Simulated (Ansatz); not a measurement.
Crystal: BaTe.

```
CELL_PARAMETERS angstrom
0.00000 3.41000 3.41000
3.41000 0.00000 3.41000
3.41000 3.41000 0.00000
ATOMIC_POSITIONS crystal
Ba 0.00000 0.00000 0.00000
Te 0.50000 0.50000 0.50000
```

```yaml
Program: Ansatz 0.2.0
Task: single point
Functional: PBE
Potentials_or_basis: all-electron LAPW, scalar-relativistic
Cutoff: 136 eV (chosen from the basis error)
Basis_error_allowed: 0.001 eV/atom
k_mesh: 7 × 7 × 7
Occupations: fermi-dirac, width 0.05 eV
Spin: no spin polarisation
```

On this cell: pressure 3.8 GPa; largest force zero by symmetry; band gap on the k mesh 1.48 eV, indirect (least direct gap 1.82 eV).

The same run follows on a disturbed copy (atoms moved at random, drawn with an rms of 0.05 Å):

```
Ba Te
1.0
     0.00000    3.41000    3.41000
     3.41000    0.00000    3.41000
     3.41000    3.41000    0.00000
Ba Te
1 1
Direct
  0.99596 0.00704 0.99271
  0.50453 0.50002 0.50713
```

Task: What does the disturbed cell give?

Result: The energy moves by +5.0 meV/atom; pressure 3.9 GPa; largest force 0.245 eV/Å; band gap on the k mesh 1.49 eV, indirect (least direct gap 1.83 eV).

Forces in eV/Å, atoms in the order of the input:
```
Ba   0.073  0.233  0.015
Te  -0.073 -0.233 -0.015
```

Stress tensor (GPa, compression positive):
```
 3.80 -0.02  0.00
-0.02  4.04 -0.01
 0.00 -0.01  3.78
```

Caveats: spin-orbit coupling is left out, which moves the levels of the heavy elements; an odd mesh through Γ misses points on the zone boundary, where band edges often lie.
